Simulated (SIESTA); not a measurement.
FeO (Wuestite): single point with PBEsol

The system is FeO (Wuestite).

```
Fe O
1.0
     1.51882    0.87689    2.51958
    -1.51882    0.87689    2.51958
     0.00000   -1.75378    2.51958
Fe O
1 1
Direct
  0.00349 0.00059 0.00193
  0.48174 0.51863 0.48149
```

The cell isn't the ideal one: atoms moved at random, drawn with an rms of 0.05 Å.

```json
{
  "Program": "SIESTA 5.4.2",
  "Task": "single point",
  "Functional": "PBEsol",
  "Potentials or basis": "PseudoDojo 0.4 standard (PBEsol files)",
  "Basis": "DZP (energy shift 0.003 Ry; two zetas on semicore shells)",
  "Grid cutoff": "800 Ry",
  "Energy shift": "0.003 Ry",
  "k mesh": "11 × 11 × 11",
  "Occupations": "fermi-dirac, width 0.05 eV",
  "Spin": "collinear spin, ferromagnetic start",
  "Starting moments": "[3.0, 0.0] μB"
}
```

```
Pressure               : -8.2 GPa
Largest force          : 0.291 eV/Å
Band gap on the k mesh : none (metal or under the smearing width)
Net moment             : 4.00 μB per cell
Site moments           : Fe +3.68; O +0.32 μB
```

Forces on the atoms (eV/Å):
```
Fe  -0.187  0.102 -0.198
O    0.187 -0.102  0.198
```

Stress tensor (GPa, compression positive):
```
-7.44 -0.70  0.92
-0.70 -8.21 -0.53
 0.92 -0.53 -8.90
```

Levels at points of the mesh, in eV from the Fermi level:
Spin up:
```
           k point  band 9  band 10  band 11  band 12  band 13  band 14  band 15  band 16  band 17  band 18
(0.00, 0.00, 0.00)   -4.03    -3.84    -3.63    -3.57    -3.28    -0.13    17.59    18.04    18.08    21.31
```
Spin down:
| k point | band 7 | band 8 | band 9 | band 10 | band 11 | band 12 |
| --- | --- | --- | --- | --- | --- | --- |
| (0.00, 0.00, 0.00) | -3.39 | -3.36 | -0.75 | -0.67 | -0.63 | 0.13 |

Wall time 3.9 min on 1 thread of AMD EPYC 7571, on a shared host, peak memory 0.28 GiB.

Caveat: short orbitals over semicore shells can move pressures by several GPa; the basis of atomic orbitals isn't converged, which shifts pressures, moduli and gaps; a cell with one magnetic atom can't hold antiferromagnetic order, which such compounds often take; semilocal functionals often make such compounds metallic where correlation or magnetic order opens a gap, which also shifts bond lengths.
